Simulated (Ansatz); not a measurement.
# WS2: the gap under strain

WS2, P6_3/mmc, a = 3.154 Å, c = 12.148 Å. Ansatz: PBE+D3(BJ), PAW, 420 eV, Γ-centred 12×12×4 mesh on 6 atoms, Gaussian smearing 0.02 eV; no spin polarisation. Series: biaxial strain in the a-b plane, c and atoms relaxed; x is the strain in per cent. The gap is sought over the whole zone.

```tsv
x (%)	gap y (eV)
-3.0	?
-2.0	0.916
-1.0	0.897
0.0	0.886
1.0	0.871
2.0	0.832
3.0	0.646
```

Q: Fit y = E0 + c1 x + c2 x² to the other rows, give the deformation potential for this strain, and predict the missing gap.

A: Least squares on the rows shown. y = 0.9087 − 0.02766 x − 0.01691 x². The deformation potential is 100 c1 = -2.77 eV per unit strain. The two rows next to zero alone give -1.26 eV per unit strain, the better figure for small strains. With a term in x³ added, the coefficient of x becomes 0.005585, 120 % less, which shows how far this figure hangs on the form. At x = -3.0 the fit asked for gives 0.839 eV. The run gave 0.943 eV, so the fit is 0.104 eV too low, 35 % of the span of the series, against an rms of 0.027 eV on the fitted rows. The row lies outside the fitted range. With a term in x³ added, a fit to the same known rows predicts 1.034 eV, which misses by about as much or more on the other side: the known rows don't fix the higher terms. Also, a band edge changes its point in the zone among the fitted rows, which can bend the series. The parabola turns at x = -0.8, which the rows never do.

Spin-orbit coupling is left out, which matters for the bands of heavy elements. Semilocal functionals give gaps under the measured ones; changes of the gap mostly carry over better.